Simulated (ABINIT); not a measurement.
# Mo (P-1) in ABINIT: reference runs

Reference runs on Mo: the cell as given.

Program: ABINIT 10.8.3 (patched build). These are calculated values, not measurements. Logs are shortened: lines on timing, memory, paths and dates and some standing lists are left out, and cuts for length are marked. The log counts tension as positive stress, the text compression.

### Step 1. Starting point

The typed cell holds 1 atom: a = 2.825 Å, b = 2.722 Å, c = 2.538 Å, α = 89.36°, β = 92.00°, γ = 122.00°.

This isn't the form of Mo at room conditions, which is bcc.

### Step 2. Single point, PBE

File run.abi:

```
# Pseudopotentials
pp_dirpath "./"
pseudos "Mo.GGA_PBE-JTH.xml"

# Structure
structure "poscar:POSCAR"
natom 1
chkprim 0
chksymtnons 0
tolsym 1.0e-6

# Plane-wave basis
ecut 408.170794 eV
pawecutdg 30.0
pawxcdev 0

# k points
kptopt 1
ngkpt 11 11 10
nshiftk 1
shiftk 0.0 0.0 0.0

# Exchange and correlation
ixc 11

# Bands and occupations
nband 11
occopt 3
tsmear 0.05 eV

# SCF cycle
nstep 100
tolvrs 1.0e-9

# Output
iomode 3
prtwf 0
prtden 0
prteig 0
prtebands 0
enunit 2
```

File POSCAR:

```
Mo
1.0
    2.8244807000     -0.0180516400     -0.0483609000
   -1.4278735300      2.3175461800      0.0145522700
   -0.0451728600     -0.0103847700      2.5373308300
Mo
1
Direct
    0.0000000000      0.0000000000      0.5000000000  Mo
```

Potentials or basis: JTH PAW PBE v2.0.

Run with:

```bash
$ abinit run.abi > log 2>&1
```

run.abo:

```text
.Version 10.8.3 of ABINIT
 Symmetries : space group P-1 (#  2); Bravais aP (primitive triclinic)
================================================================================
 Values of the parameters that define the memory need of the present run
     intxc =       0    ionmov =       0      iscf =      17    lmnmax =      18
     lnmax =       6     mgfft =      20  mpssoang =       3    mqgrid =    3001
     natom =       1  nloc_mem =       2    nspden =       1   nspinor =       1
    nsppol =       1      nsym =       2    n1xccc =       1    ntypat =       1
    occopt =       3   xclevel =       2
       mpw =         324          nfft =        6480          nkpt =         606
 PAW method is used; the additional fine FFT grid is defined by:
   mgfftf=        30    nfftf =     19440
================================================================================
================================================================================

--------------------------------------------------------------------------------
------------- Echo of variables that govern the present computation ------------
--------------------------------------------------------------------------------
 -outvars: echo values of preprocessed input variables --------
            acell      1.0000000000E+00  1.0000000000E+00  1.0000000000E+00 Bohr
              amu      9.59400000E+01
          chkprim           0
      chksymtnons           0
             ecut      1.50000000E+01 Hartree
           enunit           2
                       outvar_i_n : Printing only first  50 k-points.
              ixc          11
                       outvar_i_n : Printing only first  50 k-points.
         kptrlatt       11    0    0      0   11    0      0    0   10
          kptrlen      4.79566034E+01
            natom           1
            nband          11
            ngfft          20      18      18
          ngfftdg          30      27      24
             nkpt         606
            nstep         100
             nsym           2
           ntypat           1
                       prtocc : prtvol=0, do not print more k-points.
           occopt           3
        pawecutdg      3.00000000E+01 Hartree
         pawxcdev           0
           prtden           0
        prtebands           0
           prteig           0
            prtwf           0
            rprim      5.3374949709E+00 -3.4112655723E-02 -9.1388856202E-02
                      -2.6982899141E+00  4.3795275643E+00  2.7499804810E-02
                      -8.5364333724E-02 -1.9624371181E-02  4.7948603595E+00
          spgroup           2
           tolsym      1.00000000E-06
           tolvrs      1.00000000E-09
           tsmear      1.83746611E-03 Hartree
            typat      1
           useylm           1
                       outvars : Printing only first  50 k-points.
           xangst     -2.2586430000E-02 -5.1923850000E-03  1.2686654150E+00
            xcart     -4.2682166862E-02 -9.8121855903E-03  2.3974301798E+00
             xred     -1.4988169577E-18 -3.8880926431E-19  5.0000000000E-01
            znucl       42.00000

================================================================================

 chkinp: Checking input parameters for consistency.

================================================================================
== DATASET  1 ==================================================================

--- !DatasetInfo
iteration_state: {dtset: 1, }
dimensions: {natom: 1, nkpt: 606, mband: 11, nsppol: 1, nspinor: 1, nspden: 1, mpw: 324, }
cutoff_energies: {ecut:  15.0, pawecutdg:  30.0, }
electrons: {nelect:   1.40000000E+01, charge:   0.00000000E+00, occopt:   3.00000000E+00, tsmear:   1.83746611E-03, }
meta: {optdriver: 0, ionmov: 0, optcell: 0, iscf: 17, paral_kgb: 0, }
...

 Exchange-correlation functional for the present dataset will be:
  GGA: Perdew-Burke-Ernzerhof functional - ixc=11
  J.P.Perdew, K.Burke, M.Ernzerhof, PRL 77, 3865 (1996)

 Real(R)+Recip(G) space primitive vectors, cartesian coordinates (Bohr,Bohr^-1):
 R(1)=  5.3374950 -0.0341127 -0.0913889  G(1)=  0.1881600  0.1159041  0.0038242
 R(2)= -2.6982899  4.3795276  0.0274998  G(2)=  0.0014816  0.2292419  0.0009646
 R(3)= -0.0853643 -0.0196244  4.7948604  G(3)=  0.0035778  0.0008943  0.2086240
 Unit cell volume ucvol=  1.1160586E+02 bohr^3
 Angles (23,13,12)=  8.93583829E+01  9.19993148E+01  1.22004424E+02 degrees

 Coarse grid specifications (used for wave-functions):

 getcut: wavevector=  0.0000  0.0000  0.0000  ngfft=  20  18  18
         ecut(hartree)=     15.000   => boxcut(ratio)=   2.00719

 Fine grid specifications (used for densities):

 getcut: wavevector=  0.0000  0.0000  0.0000  ngfft=  30  27  24
         ecut(hartree)=     30.000   => boxcut(ratio)=   2.03104

--- Pseudopotential description ------------------------------------------------
- pspini: atom type   1  psp file is ./Mo.GGA_PBE-JTH.xml
 Pseudopotential format is: paw10
 basis_size (lnmax)=  6 (lmn_size= 18), orbitals=   0   0   1   1   2   2
 Spheres core radius: rc_sph= 2.20740211
 Shapefunction is SIN type: shapef(r)=[sin(pi*r/rshp)/(pi*r/rshp)]**2
 Radius for shape functions =  1.91008465
 Compensation charge density is not taken into account in XC energy/potential

   3.87899950E+02                                ecore*ucvol(ha*bohr**3)
--------------------------------------------------------------------------------

================================================================================

--- !BeginCycle
iteration_state: {dtset: 1, }
solver: {iscf: 17, nstep: 100, nline: 4, wfoptalg: 10, }
tolerances: {tolvrs: 1.00E-09, }
...

     iter   Etot(hartree)      deltaE(h)  residm     nres2
 ETOT  1  -68.585119363285    -6.859E+01 2.255E+00 2.839E+00
 ETOT  2  -68.814608717659    -2.295E-01 4.470E-02 3.252E-01
 ETOT  3  -68.813956368182     6.523E-04 1.789E-02 6.349E-02
 ETOT  4  -68.813848960538     1.074E-04 1.197E-03 3.787E-03
 ETOT  5  -68.813861589008    -1.263E-05 1.398E-03 3.188E-05
 ETOT  6  -68.813862045505    -4.565E-07 5.663E-04 1.160E-05
 ETOT  7  -68.813862031527     1.398E-08 3.485E-04 1.108E-06
 ETOT  8  -68.813862032324    -7.969E-10 3.543E-04 5.456E-10

 At SCF step    8       nres2   =  5.46E-10 < tolvrs=  1.00E-09 =>converged.

 Cartesian components of stress tensor (hartree/bohr^3)
  sigma(1 1)= -2.55541001E-04  sigma(3 2)=  2.23790914E-05
  sigma(2 2)= -1.80694781E-04  sigma(3 1)=  1.00466846E-04
  sigma(3 3)=  8.18724762E-05  sigma(2 1)= -2.15788084E-06

--- !ResultsGS
iteration_state: {dtset: 1, }
comment   : Summary of ground state results
lattice_vectors:
- [  5.3374950,  -0.0341127,  -0.0913889, ]
- [ -2.6982899,   4.3795276,   0.0274998, ]
- [ -0.0853643,  -0.0196244,   4.7948604, ]
lattice_lengths: [   5.33839,    5.14410,    4.79566, ]
lattice_angles: [ 89.358,  91.999, 122.004, ] # degrees, (23, 13, 12)
lattice_volume:   1.1160586E+02
convergence: {deltae: -7.969E-10, res2:  5.456E-10, residm:  3.543E-04, diffor: null, }
etotal    :  -6.88138620E+01
entropy   :   0.00000000E+00
fermie    :   4.67388036E-01
cartesian_stress_tensor: # hartree/bohr^3
- [ -2.55541001E-04,  -2.15788084E-06,   1.00466846E-04, ]
- [ -2.15788084E-06,  -1.80694781E-04,   2.23790914E-05, ]
- [  1.00466846E-04,   2.23790914E-05,   8.18724762E-05, ]
pressure_GPa:   3.4752E+00
xred      :
- [ -1.4988E-18,  -3.8881E-19,   5.0000E-01, Mo]
cartesian_forces: # hartree/bohr
- [ -0.00000000E+00,  -0.00000000E+00,  -0.00000000E+00, ]
force_length_stats: {min:   0.00000000E+00, max:   0.00000000E+00, mean:   0.00000000E+00, }
...

 Integrated electronic density in atomic spheres:
 ------------------------------------------------
 Atom  Sphere_radius  Integrated_density
    1        2.20740         11.37332542

================================================================================

 ----iterations are completed or convergence reached----

 Mean square residual over all n,k,spin=   17.634E-08; max=  35.429E-05
 reduced coordinates (array xred) for    1 atoms
      -0.000000000000     -0.000000000000      0.500000000000
 rms dE/dt=  0.0000E+00; max dE/dt=  0.0000E+00; dE/dt below (all hartree)
    1       0.000000000000      0.000000000000      0.000000000000

 cartesian coordinates (angstrom) at end:
    1     -0.02258643000000    -0.00519238500000     1.26866541500000

 cartesian forces (hartree/bohr) at end:
    1     -0.00000000000000    -0.00000000000000    -0.00000000000000
 frms,max,avg= 0.0000000E+00 0.0000000E+00   0.000E+00  0.000E+00  0.000E+00 h/b

 cartesian forces (eV/Angstrom) at end:
    1     -0.00000000000000    -0.00000000000000    -0.00000000000000
 frms,max,avg= 0.0000000E+00 0.0000000E+00   0.000E+00  0.000E+00  0.000E+00 e/A
 length scales=  1.000000000000  1.000000000000  1.000000000000 bohr
              =  0.529177210544  0.529177210544  0.529177210544 angstroms
 Fermi (or HOMO) energy (hartree) =   0.46739   Average Vxc (hartree)=  -0.45318
 Eigenvalues (hartree) for nkpt= 606  k points:
 kpt#   1, nband= 11, wtk=  0.00083, kpt=  0.0000  0.0000  0.0000 (reduced coord)
  -1.77954   -0.80036   -0.79584   -0.79270    0.21514    0.30586    0.40717    0.45442
   0.61279    0.62106    0.94460
      occupation numbers for kpt#   1
   2.00000    2.00000    2.00000    2.00000    2.00000    2.00000    2.00000    1.99828
   0.00000    0.00000    0.00000
 prteigrs : prtvol=0 or 1, do not print more k-points.

 Fermi (or HOMO) energy (eV) =  12.71828   Average Vxc (eV)= -12.33175
 Eigenvalues (   eV  ) for nkpt= 606  k points:
 kpt#   1, nband= 11, wtk=  0.00083, kpt=  0.0000  0.0000  0.0000 (reduced coord)
 -48.42382  -21.77890  -21.65599  -21.57053    5.85430    8.32291   11.07967   12.36533
  16.67487   16.89999   25.70398
 prteigrs : prtvol=0 or 1, do not print more k-points.

--- !EnergyTerms
iteration_state     : {dtset: 1, }
comment             : Components of total free energy in Hartree
kinetic             :  9.76237250445230E+00
hartree             :  1.12776198570477E+01
xc                  : -3.85296345324341E+00
Ewald energy        : -5.82140403939403E+01
psp_core            :  3.47562362985933E+00
local_psp           : -3.97853453005643E+01
PAW spherical_terms :  8.52309289934236E+00
internal            : -6.88136402570464E+01
'-kT*entropy'       : -2.58583216032483E-04
total_energy        : -6.88138988402624E+01
total_energy_eV     : -1.87252158043424E+03
...

--- !EnergyTermsDC
iteration_state     : {dtset: 1, }
comment             : '"Double-counting" decomposition of free energy'
band_energy         : -6.23808141818559E+00
Ewald energy        : -5.82140403939403E+01
psp_core            :  3.47562362985933E+00
xc_dc               : -1.01047184261841E+01
PAW spherical_terms :  2.26761315934258E+00
internal            : -6.88136034491081E+01
'-kT*entropy'       : -2.58583216032483E-04
total_energy_dc     : -6.88138620323241E+01
total_energy_dc_eV  : -1.87252057883922E+03
...

--- !EnergyTermsWithPAWCore
iteration_state     : {dtset: 1, }
comment             : 'Components of total free energy, including PAW core contributions'
Total energy        : -4.04898891132488E+03
Total energy DC     : -4.04898887451694E+03
Total energy (eV)   : -1.10178601171755E+05
Total energy DC (eV): -1.10178600170160E+05
...

 Cartesian components of stress tensor (hartree/bohr^3)
  sigma(1 1)= -2.55541001E-04  sigma(3 2)=  2.23790914E-05
  sigma(2 2)= -1.80694781E-04  sigma(3 1)=  1.00466846E-04
  sigma(3 3)=  8.18724762E-05  sigma(2 1)= -2.15788084E-06

-Cartesian components of stress tensor (GPa)         [Pressure=  3.4752E+00 GPa]
- sigma(1 1)= -7.51827582E+00  sigma(3 2)=  6.58415600E-01
- sigma(2 2)= -5.31622401E+00  sigma(3 1)=  2.95583665E+00
- sigma(3 3)=  2.40877141E+00  sigma(2 1)= -6.34870462E-02

== END DATASET(S) ==============================================================
================================================================================

 -outvars: echo values of variables after computation  --------
            acell      1.0000000000E+00  1.0000000000E+00  1.0000000000E+00 Bohr
           etotal     -6.8813862032E+01
            fcart     -0.0000000000E+00 -0.0000000000E+00 -0.0000000000E+00
            rprim      5.3374949709E+00 -3.4112655723E-02 -9.1388856202E-02
                      -2.6982899141E+00  4.3795275643E+00  2.7499804810E-02
                      -8.5364333724E-02 -1.9624371181E-02  4.7948603595E+00
           strten     -2.5554100115E-04 -1.8069478138E-04  8.1872476156E-05
                       2.2379091380E-05  1.0046684557E-04 -2.1578808412E-06
           xangst     -2.2586430000E-02 -5.1923850000E-03  1.2686654150E+00
             xred     -1.4988169577E-18 -3.8880926431E-19  5.0000000000E-01
 Calculation completed.
```

It took 48 s on 1 thread of Intel Xeon Platinum 8259CL at 2.50GHz (Skylake/Cascade Lake), shared host; peak memory 0.17 GiB.

What came out:

| Item | Value |
| --- | --- |
| Free energy | -1872.5206 eV |
| Pressure | 3.5 GPa |
| Band gap on the k mesh | none (metal or under the smearing width) |
| Valence electrons inside the program's atomic spheres | Mo 11.37 (radii [1.1681] Å) |

[end of part 1 of 2]
